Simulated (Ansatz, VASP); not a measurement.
## Au in VASP and in Ansatz

INCAR

```
SYSTEM = Au
PREC = Accurate
ENCUT = 520
EDIFF = 1E-7
ISMEAR = -1
SIGMA = 0.05
LREAL = .FALSE.
LASPH = .TRUE.
NELM = 60
ALGO = Fast
ISIF = 2
LWAVE = .FALSE.
LCHARG = .TRUE.
GGA = PS
LELF = .TRUE.
LVHAR = .TRUE.
NBANDS = 12
```

File KPOINTS:

```
regular mesh
0
G
  11 11 11
  0 0 0
```

POSCAR

```
Au
1.0
    0.0000000000      2.0484772140      2.0484772140
    2.0484772140      0.0000000000      2.0484772140
    2.0484772140      2.0484772140      0.0000000000
Au
1
Direct
    0.0000000000      0.0000000000      0.0000000000
```

The input input.yaml:

```yaml
crystal:
  lattice:
    - [0.0, 2.048477214, 2.048477214]
    - [2.048477214, 0.0, 2.048477214]
    - [2.048477214, 2.048477214, 0.0]
  atoms:
    - { symbol: Au, position: [0.0, 0.0, 0.0] }
kpoints:
  mp_grid: { grid: [11, 11, 11] }
scf:
  occupations: { method: fermi_dirac, width: 0.05 }
hamiltonian:
  xc: pbesol
  pseudopotentials: { kind: all_electron, lapw: { basis_error: 0.0005 } }
output:
  forces: true
  stress: true
  eigenvalues: true
```

Change from the starting cell: volume scaled by 1.02.

Alike in both runs: task single point; functional PBEsol; k mesh 11 × 11 × 11; occupations fermi-dirac, width 0.05 eV; no spin polarisation.

```csv
,VASP,Ansatz
version,VASP 6.6.1,Ansatz 0.2.0
potentials or method,"VASP PAW PBE potentials, release 64 (Au)","all-electron LAPW, scalar-relativistic"
plane-wave cutoff (eV),520,see its input
```

VASP gave:

- gap on the k mesh at the Fermi level (eV): none
- pressure (GPa): -2.0

**Question.** Which values does Ansatz return?

**Answer.** gap on the k mesh at the Fermi level (eV): none; pressure (GPa): -1.8.

A gap of «none» marks a metal or a gap that the smearing closes. Ansatz ran all-electron here, so the differences hold the error of VASP's frozen core and of both bases.

Caveats: the PAW data sets were made with another functional, which shifts forces and pressure a little (VASP). The runs have no spin-orbit coupling, so splittings on Au are missing.
